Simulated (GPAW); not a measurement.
# ZnS (Wurtzite-4H) (P6_3mc) in GPAW: phonons with PBEsol+D3(BJ)

Aim: the phonons of ZnS (Wurtzite-4H) with PBEsol+D3(BJ).

Program: GPAW 26.7.0. These are calculated values, not measurements. Logs are shortened: lines on timing, memory, paths and dates and some standing lists are left out, and cuts for length are marked. The log counts tension as positive stress, the text compression.

**The experiment to reproduce.**

A printed reference work, monograph reports, for a bulk crystal of ZnS at 4 K: band gap 3.911 eV (direct).

How close the calculation comes is told below.

## 1. Starting point

Symmetry: P6_3mc, No. 186, hexagonal system. Conventional cell: a = 3.823 Å, b = 3.823 Å, c = 12.520 Å, α = 90.00°, β = 90.00°, γ = 120.00°. Zn (site symmetry 3m) has 4 S at 2.34 to 2.35 Å as nearest neighbours. Zn (site symmetry 3m) has 4 S at 2.34 to 2.35 Å as nearest neighbours. S (site symmetry 3m) has 4 Zn at 2.34 to 2.35 Å as nearest neighbours. S (site symmetry 3m) has 4 Zn at 2.34 to 2.35 Å as nearest neighbours.

## 2. Phonons, PBEsol+D3(BJ)

run.py

```python
import json
import numpy as np
from ase import Atoms
from ase.calculators.mixing import SumCalculator
from ase.constraints import FixSymmetry
from ase.filters import FrechetCellFilter
from ase.io import read, write
from ase.optimize import BFGS
from dftd3.ase import DFTD3
from phonopy import Phonopy
from phonopy.structure.atoms import PhonopyAtoms
from gpaw import GPAW, PW, setup_paths

setup_paths.insert(0, '.')

atoms = read('ZnS.cif')

calc = GPAW(mode=PW(600),
            xc='PBEsol',
            kpts={'size': (7, 7, 2), 'gamma': True},
            occupations={'name': 'fermi-dirac', 'width': 0.05},
            nbands=57,
            convergence={'density': 1e-06, 'eigenstates': 1e-09},
            maxiter=150,
            txt='gpaw.txt')
atoms.calc = SumCalculator([calc, DFTD3(method='pbesol', damping='d3bj')])
atoms.set_constraint(FixSymmetry(atoms))
BFGS(FrechetCellFilter(atoms), trajectory='relax.traj', logfile='-').run(fmax=0.005, steps=40)
atoms.set_constraint()
energy = atoms.get_potential_energy()
forces = atoms.get_forces()
stress = atoms.get_stress()
calc.write('gs.gpw')
write('result.traj', atoms)
print('Cell:', atoms.cell.cellpar().round(4))
print(atoms.get_scaled_positions().round(5))

def force_constants(scale):
    unit = PhonopyAtoms(symbols=atoms.get_chemical_symbols(), cell=atoms.cell[:] * scale**(1 / 3),
                        scaled_positions=atoms.get_scaled_positions())
    ph = Phonopy(unit, supercell_matrix=np.diag([1, 1, 1]), primitive_matrix=np.eye(3), symprec=1e-4)
    ph.generate_displacements(distance=0.02)
    forces = []
    for i, sc in enumerate(ph.supercells_with_displacements):
        a = Atoms(sc.symbols, cell=sc.cell, scaled_positions=sc.scaled_positions, pbc=True)
        c = GPAW(mode=PW(510),
                 xc='PBEsol',
                 kpts={'size': (7, 7, 2), 'gamma': True},
                 occupations={'name': 'fermi-dirac', 'width': 0.05},
                 nbands=57,
                 convergence={'density': 1e-06, 'eigenstates': 1e-09},
                 maxiter=150,
                 txt=f'disp-{scale:.3f}-{i:02d}.txt')
        a.calc = SumCalculator([c, DFTD3(method='pbesol', damping='d3bj')])
        f = a.get_forces()
        forces.append(f - f.mean(axis=0))
        print(f'displacement {i}: drift', f.mean(axis=0).round(5), flush=True)
    ph.forces = forces
    ph.produce_force_constants()
    ph.symmetrize_force_constants()
    return ph

qpoints = [[0.0, 0.0, 0.0]]
results = {}
for scale in [1.0]:
    ph = force_constants(scale)
    ph.run_qpoints(qpoints)
    nu = ph.qpoints.frequencies * 33.35641  # THz to cm^-1
    results[f'{scale:.3f}'] = nu.tolist()
    for qp, f in zip(qpoints, nu):
        print(scale, np.round(qp, 4), f.round(2))
json.dump(results, open('phonons.json', 'w'))
```

ZnS.cif

```cif
data_ZnS
_cell_length_a 3.82270000
_cell_length_b 3.82270000
_cell_length_c 12.52000000
_cell_angle_alpha 90.00000000
_cell_angle_beta 90.00000000
_cell_angle_gamma 120.00000000
_space_group_name_H-M_alt 'P6_3mc'
_space_group_name_Hall 'P 6c -2c'
_space_group_IT_number 186
loop_
_space_group_symop_operation_xyz
'x,y,z'
'x-y,x,z+1/2'
'-y,x-y,z'
'-x,-y,z+1/2'
'-x+y,-x,z'
'y,-x+y,z+1/2'
'y,x,z+1/2'
'x,x-y,z'
'x-y,-y,z+1/2'
'-y,-x,z'
'-x,-x+y,z+1/2'
'-x+y,y,z'
loop_
_atom_site_label
_atom_site_type_symbol
_atom_site_symmetry_multiplicity
_atom_site_Wyckoff_symbol
_atom_site_fract_x
_atom_site_fract_y
_atom_site_fract_z
_atom_site_occupancy
Zn1 Zn 2 b 0.6666666667 0.3333333333 0.7500000000 1
Zn2 Zn 2 a 0.0000000000 0.0000000000 0.5000000000 1
S1 S 2 b 0.6666666667 0.3333333333 0.9375000000 1
S2 S 2 a 0.0000000000 0.0000000000 0.6875000000 1
```

Potentials or basis: PAW data sets generated in the run's folder for this functional, pw.

Started as:

```sh
gpaw-setup -f PBEsol S Zn
OMP_NUM_THREADS=1 python run.py
```

gpaw.txt:

```text
__  _  _
 | _ |_)|_||  |
 |__||  | ||/\| - 26.7.0

Input parameters:
  mode=PW(ecut=600.0),
  convergence={'density': 1e-06, 'eigenstates': 1e-09},
  kpts=MonkhorstPack(size=(7, 7, 2), gamma=True),
  maxiter=150,
  nbands=57,
  occupations=Occupations(name='fermi-dirac', width=0.05),
  xc=XC(name='PBEsol')

Diagonalizing LCAO Hamiltonian
Converting LCAO to pw mode

             S

             Zn

       S

         S
       Zn

         Zn

       S

       Zn

Atoms  # Å, Bohr magnetons
|   | symbol |        x |         y |         z |    initial magnetic moments |
|---|--------|----------|-----------|-----------|-----------------------------|
| 0 |     Zn | 1.911350 |  1.103518 |  9.390000 | ( 0.0000,  0.0000,  0.0000) |
| 1 |     Zn | 0.000000 |  2.207037 |  3.130000 | ( 0.0000,  0.0000,  0.0000) |
| 2 |     Zn | 0.000000 | -0.000000 |  6.260000 | ( 0.0000,  0.0000,  0.0000) |
| 3 |     Zn | 0.000000 | -0.000000 | -0.000000 | ( 0.0000,  0.0000,  0.0000) |
| 4 |      S | 1.911350 |  1.103518 | 11.737500 | ( 0.0000,  0.0000,  0.0000) |
| 5 |      S | 0.000000 |  2.207037 |  5.477500 | ( 0.0000,  0.0000,  0.0000) |
| 6 |      S | 0.000000 | -0.000000 |  8.607500 | ( 0.0000,  0.0000,  0.0000) |
| 7 |      S | 0.000000 | -0.000000 |  2.347500 | ( 0.0000,  0.0000,  0.0000) |
[... 193 lines left out ...]
|         30 |         3.139 |     2.000 |
|         31 |         3.158 |     2.000 |
|         32 |         3.158 |     2.000 |
|         33 |         3.575 |     2.000 |
[... 8 lines left out ...]
|         42 |         9.960 |     0.000 |
|         43 |        10.149 |     0.000 |
|        ... |               |           |
|         56 |        15.153 |     0.000 |

Gap: 1.986 eV
Transition (v -> c):
  (s=0, k=0, n=35, [0.00, 0.00, 0.00]) -> (s=0, k=0, n=36, [0.00, 0.00, 0.00])
No difference between direct/indirect transitions

Stress tensor  # eV/Ang^3
|        x |         y |        z |
|----------|-----------|----------|
| 0.013638 | -0.000000 | 0.000000 |
| 0.000000 |  0.013638 | 0.000000 |
| 0.000000 |  0.000000 | 0.014655 |

Forces  # eV/Ang
|        x |        y |        z |
|----------|----------|----------|
| -0.00000 | -0.00000 |  0.00607 |  # Zn   0
|  0.00000 |  0.00000 |  0.00607 |  # Zn   1
| -0.00000 |  0.00000 |  0.01982 |  # Zn   2
| -0.00000 |  0.00000 |  0.01982 |  # Zn   3
| -0.00000 |  0.00000 |  0.01440 |  # S    4
|  0.00000 |  0.00000 |  0.01441 |  # S    5
|  0.00000 |  0.00000 | -0.04029 |  # S    6
|  0.00000 |  0.00000 | -0.04024 |  # S    7

Interpolating wave functions to new cell

             S

             Zn

       S

         S
       Zn
[... 207 lines left out ...]
|         30 |         3.168 |     2.000 |
|         31 |         3.186 |     2.000 |
|         32 |         3.186 |     2.000 |
|         33 |         3.606 |     2.000 |
[... 8 lines left out ...]
|         42 |         9.989 |     0.000 |
|         43 |        10.179 |     0.000 |
|        ... |               |           |
|         56 |        14.760 |     0.000 |

Gap: 1.998 eV
Transition (v -> c):
  (s=0, k=0, n=35, [0.00, 0.00, 0.00]) -> (s=0, k=0, n=36, [0.00, 0.00, 0.00])
No difference between direct/indirect transitions

Stress tensor  # eV/Ang^3
|        x |         y |         z |
|----------|-----------|-----------|
| 0.012440 | -0.000000 |  0.000000 |
| 0.000000 |  0.012440 | -0.000000 |
| 0.000000 | -0.000000 |  0.013353 |

Forces  # eV/Ang
|        x |        y |        z |
|----------|----------|----------|
|  0.00000 | -0.00000 |  0.00564 |  # Zn   0
|  0.00000 |  0.00000 |  0.00564 |  # Zn   1
|  0.00000 |  0.00000 |  0.01688 |  # Zn   2
| -0.00000 |  0.00000 |  0.01688 |  # Zn   3
|  0.00000 | -0.00000 |  0.01154 |  # S    4
| -0.00000 |  0.00000 |  0.01153 |  # S    5
| -0.00000 | -0.00000 | -0.03408 |  # S    6
| -0.00000 |  0.00000 | -0.03408 |  # S    7

Interpolating wave functions to new cell

            S

            Zn

       S

        S
       Zn
[... 7 lines left out ...]
Atoms  # Å, Bohr magnetons
|   | symbol |        x |         y |         z |    initial magnetic moments |
|---|--------|----------|-----------|-----------|-----------------------------|
| 0 |     Zn | 1.873002 |  1.081378 |  9.196668 | ( 0.0000,  0.0000,  0.0000) |
| 1 |     Zn | 0.000000 |  2.162756 |  3.066733 | ( 0.0000,  0.0000,  0.0000) |
| 2 |     Zn | 0.000000 | -0.000000 |  6.134884 | ( 0.0000,  0.0000,  0.0000) |
| 3 |     Zn | 0.000000 | -0.000000 |  0.004949 | ( 0.0000,  0.0000,  0.0000) |
| 4 |      S | 1.873002 |  1.081378 | 11.497325 | ( 0.0000,  0.0000,  0.0000) |
| 5 |      S | 0.000000 |  2.162756 |  5.367390 | ( 0.0000,  0.0000,  0.0000) |
| 6 |      S | 0.000000 | -0.000000 |  8.418244 | ( 0.0000,  0.0000,  0.0000) |
| 7 |      S | 0.000000 | -0.000000 |  2.288309 | ( 0.0000,  0.0000,  0.0000) |

Unit cell  # Å
| periodic |         x |         y |         z |   lengths |     angles |
|----------|-----------|-----------|-----------|-----------|------------|
|      yes |  3.746004 |  0.000000 | -0.000000 |  3.746004 |  90.000000 |
|      yes | -1.873002 |  3.244135 | -0.000000 |  3.746004 |  90.000000 |
|      yes | -0.000000 | -0.000000 | 12.259870 | 12.259870 | 120.000000 |

Number of symmetries: 6
Symmetry operations  # r_c * U_cc + t_c -> r_c
|   | kind |            matrix            |
|---|------|------------------------------|
| 0 |  σ   |  1, 1, 0,  0,-1, 0,  0, 0, 1 |
| 1 |  E   |  1, 0, 0,  0, 1, 0,  0, 0, 1 |
| 2 |  C3  |  0, 1, 0, -1,-1, 0,  0, 0, 1 |
| 3 |  σ   |  0,-1, 0, -1, 0, 0,  0, 0, 1 |
| 4 |  σ   | -1, 0, 0,  1, 1, 0,  0, 0, 1 |
| 5 |  C3  | -1,-1, 0,  1, 0, 0,  0, 0, 1 |

BZ-sampling:
  Number of BZ points: 98
  Number of IBZ points: 16
[... 389 lines left out ...]
SCF iterations
|iter     | |      energy | eigst |  dens |
|---------|-|-------------|-------|-------|
|iter:   1| |  -30.612959 | -1.85 |       |
|iter:   2| |  -30.611026 | -3.00 | -2.47 |
|iter:   3| |  -30.605271c| -2.91 | -2.54 |
|iter:   4| |  -30.605178c| -4.00 | -3.24 |
|iter:   5| |  -30.605161c| -4.94 | -3.59 |
|iter:   6| |  -30.605158c| -5.70 | -3.92 |
|iter:   7| |  -30.605158c| -6.81 | -4.54 |
|iter:   8| |  -30.605158c| -7.40 | -4.91 |
|iter:   9| |  -30.605158c| -7.84 | -5.15 |
|iter:  10| |  -30.605159c| -9.26c| -5.97 |
|iter:  11| |  -30.605159c|-10.00c| -6.31c|

Converged in 11 steps
Energy contributions relative to reference atoms: (reference = -238651.779759)

Energy contributions:
  Kinetic:          43.885455
  Coulomb:         -35.973440
  Zero:              0.133186
  External:          0.000000
  Xc:              -38.650359
  Entropy:          -0.000000
  Spinorbit:         0.000000
  ----------------------------
  Free energy:     -30.605159
  Extrapolated:    -30.605159

dipole moment: (-57.412074, 33.146878, -15.888901)  # |e|*Ang

Fermi level: 5.357
Eigenvalues  # (at kpt = [0.000, 0.000, 0.000])
| band index |      eig [eV] | occ [0-2] |
|------------|---------------|-----------|
|          0 |        -9.291 |     2.000 |
|        ... |               |           |
|         28 |         3.291 |     2.000 |
|         29 |         3.742 |     2.000 |
|         30 |         3.742 |     2.000 |
|         31 |         3.745 |     2.000 |
|         32 |         3.745 |     2.000 |
|         33 |         4.212 |     2.000 |
[... 215 lines left out ...]
SCF iterations
|iter     | |      energy | eigst |  dens |
|---------|-|-------------|-------|-------|
|iter:   1| |  -30.608186 | -2.19 |       |
|iter:   2| |  -30.607474 | -3.55 | -2.77 |
|iter:   3| |  -30.605722c| -3.21 | -2.85 |
|iter:   4| |  -30.605728c| -4.29 | -3.83 |
|iter:   5| |  -30.605729c| -5.33 | -4.09 |
|iter:   6| |  -30.605729c| -6.40 | -4.57 |
|iter:   7| |  -30.605729c| -7.29 | -5.05 |
|iter:   8| |  -30.605729c| -8.05 | -5.50 |
|iter:   9| |  -30.605729c| -8.89 | -5.83 |
|iter:  10| |  -30.605729c|-10.25c| -6.41c|

Converged in 10 steps
Energy contributions relative to reference atoms: (reference = -238651.779759)

Energy contributions:
  Kinetic:          43.852971
  Coulomb:         -35.949649
  Zero:              0.133404
  External:          0.000000
  Xc:              -38.642455
  Entropy:          -0.000000
  Spinorbit:         0.000000
  ----------------------------
  Free energy:     -30.605729
  Extrapolated:    -30.605729

dipole moment: (-57.412780, 33.147285, -15.921672)  # |e|*Ang

Fermi level: 5.376
Eigenvalues  # (at kpt = [0.000, 0.000, 0.000])
| band index |      eig [eV] | occ [0-2] |
|------------|---------------|-----------|
|          0 |        -9.292 |     2.000 |
|        ... |               |           |
|         28 |         3.290 |     2.000 |
|         29 |         3.739 |     2.000 |
|         30 |         3.739 |     2.000 |
|         31 |         3.745 |     2.000 |
|         32 |         3.745 |     2.000 |
|         33 |         4.211 |     2.000 |
[... 215 lines left out ...]
SCF iterations
|iter     | |      energy | eigst |  dens |
|---------|-|-------------|-------|-------|
|iter:   1| |  -30.619614 | -1.48 |       |
|iter:   2| |  -30.615191 | -2.71 | -2.37 |
|iter:   3| |  -30.604376c| -2.40 | -2.45 |
|iter:   4| |  -30.604414c| -3.44 | -3.41 |
|iter:   5| |  -30.604417c| -4.53 | -3.68 |
|iter:   6| |  -30.604417c| -5.56 | -4.18 |
|iter:   7| |  -30.604417c| -6.48 | -4.67 |
|iter:   8| |  -30.604417c| -7.25 | -5.11 |
|iter:   9| |  -30.604417c| -8.09 | -5.43 |
|iter:  10| |  -30.604417c| -9.23c| -5.99 |
|iter:  11| |  -30.604417c| -9.27c| -6.51c|

Converged in 11 steps
Energy contributions relative to reference atoms: (reference = -238651.779759)

Energy contributions:
  Kinetic:          44.017941
  Coulomb:         -36.072651
  Zero:              0.132661
  External:          0.000000
  Xc:              -38.682368
  Entropy:          -0.000000
  Spinorbit:         0.000000
  ----------------------------
  Free energy:     -30.604417
  Extrapolated:    -30.604417

dipole moment: (-57.395141, 33.137101, -15.992304)  # |e|*Ang
[... 38 lines left out ...]
Forces  # eV/Ang
|        x |       y |        z |
|----------|---------|----------|
| -0.00000 | 0.00000 | -0.00400 |  # Zn   0
|  0.00000 | 0.00000 | -0.00400 |  # Zn   1
| -0.00000 | 0.00000 |  0.00534 |  # Zn   2
|  0.00000 | 0.00000 |  0.00535 |  # Zn   3
| -0.00000 | 0.00000 | -0.00166 |  # S    4
|  0.00000 | 0.00000 | -0.00166 |  # S    5
|  0.00000 | 0.00000 |  0.00034 |  # S    6
| -0.00000 | 0.00000 |  0.00033 |  # S    7

# Writing to gs.gpw (mode='')
```

Run time: 26 min. Hardware: 1 thread of AMD EPYC 7R13 (Zen 3), shared host; peak memory 1.2 GiB.

What came out:

```yaml
Free_energy: -32.7887 eV
Relaxed_volume: 18.69 Å³/atom
Relaxed_cell: a = 3.750 Å, b = 3.750 Å, c = 12.278 Å, α = 90.00°, β = 90.00°, γ = 120.00°
Space_group_after_relaxing_to_0.05_Å: P6_3mc (No. 186)
Pressure_after_relaxing: 0.0 GPa
Largest_force_after_relaxing: 0.004 eV/Å
Band_gap_on_the_k_mesh: 2.24 eV, direct
Highest_phonon_frequency_at_Γ_LO-TO_splitting_left_out: 351 cm⁻¹
Dispersion_energy_per_atom: -0.273 eV
```

Forces in eV/Å, atoms in the order of the input:
```
Zn   0.000  0.000 -0.004
Zn   0.000  0.000 -0.004
Zn   0.000  0.000  0.004
Zn   0.000  0.000  0.004
S    0.000  0.000 -0.002
S    0.000  0.000 -0.002
S    0.000  0.000  0.002
S    0.000  0.000  0.002
```

Final structure:
```
Zn S
1.0
     3.75033    0.00000    0.00000
    -1.87517    3.24788    0.00000
     0.00000    0.00000   12.27811
Zn S
4 4
Direct
  0.66667 0.33333 0.75011
  0.33333 0.66667 0.25011
  0.00000 0.00000 0.50012
  0.00000 0.00000 0.00012
  0.66667 0.33333 0.93757
  0.33333 0.66667 0.43757
  0.00000 0.00000 0.68719
  0.00000 0.00000 0.18719
```

Phonon frequencies in cm⁻¹ (negative: imaginary):
```tsv
q point	frequencies
(0.000, 0.000, 0.000)	0 0 0 54 54 55 55 67 67 144 146 200 294 295 295 298 298 303 303 306 306 349 350 351
```

Caveat: the cutoff is short for stress and forces, so pressures can be off by a GPa or more; the LO-TO splitting is left out.

## 3. Comparison with measurements

Step 2. Against the measured gap of ZnS, 3.911 eV (direct; 4 K; a printed reference work, monograph), the calculated 2.24 eV is off by -1.67 eV. The value is that of PBEsol+D3(BJ), without temperature or zero-point motion. Semilocal functionals fall short of measured gaps as a rule.
